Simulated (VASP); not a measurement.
Set up this calculation in VASP 6.6.1, as the native input.

```
Task                   : relaxation of cell and atoms
Functional             : PBE
Potentials or basis    : VASP PAW PBE potentials, release 64 (Y_sv)
Cutoff                 : 600 eV
k mesh                 : 15 × 15 × 8
Occupations            : gaussian, width 0.1 eV
Spin                   : no spin polarisation
Further INCAR settings : ALGO = Fast; EDIFF = 1e-07; IBRION = 2; EDIFFG = -0.005; NSW = 90; ISIF = 3
```

The structure of Y lies in POSCAR:

```
Y
1.0
    3.6425693900      0.0000000000      0.0000000000
   -1.8212847000      3.1545576300      0.0000000000
    0.0000000000      0.0000000000      5.8791583500
Y
2
Direct
    0.3333333300      0.6666666700      0.2500000000
    0.6666666700      0.3333333300      0.7500000000
```

These files were run (other wordings do the same):

INCAR

```
SYSTEM = Y
ALGO = Fast
EDIFF = 1E-7
EDIFFG = -0.005
ENCUT = 600
GGA = PE
IBRION = 2
ISIF = 3
ISMEAR = 0
LASPH = .TRUE.
LCHARG = .FALSE.
LREAL = .FALSE.
LWAVE = .FALSE.
NELM = 60
NSW = 90
PREC = Accurate
SIGMA = 0.1
```

KPOINTS

```
k-points
0
G
  15 15 8
  0 0 0
```

Potentials or basis: VASP PAW PBE potentials, release 64 (Y_sv).

The run is started by

```bash
$ cat potpaw_PBE.64/Y_sv/POTCAR > POTCAR
$ mpirun -np 1 vasp_std > vasp.out
```

It gave:

The relaxed volume is 32.75 Å³/atom. The relaxed cell is a = 3.652 Å, b = 3.652 Å, c = 5.671 Å, α = 90.00°, β = 90.00°, γ = 120.00°. The space group after relaxing (to 0.05 Å) is P6_3/mmc (No. 194) and the energy gained by relaxing is 9.8 meV/atom. The ionic steps are 5 and the pressure after relaxing is 0.0 GPa. The band gap on the k mesh is none (metal or under the smearing width).

It took 8.6 min on 1 thread of Intel(R) Xeon(R) 6975P-C (Granite Rapids) (shared host), peak memory 0.35 GiB.
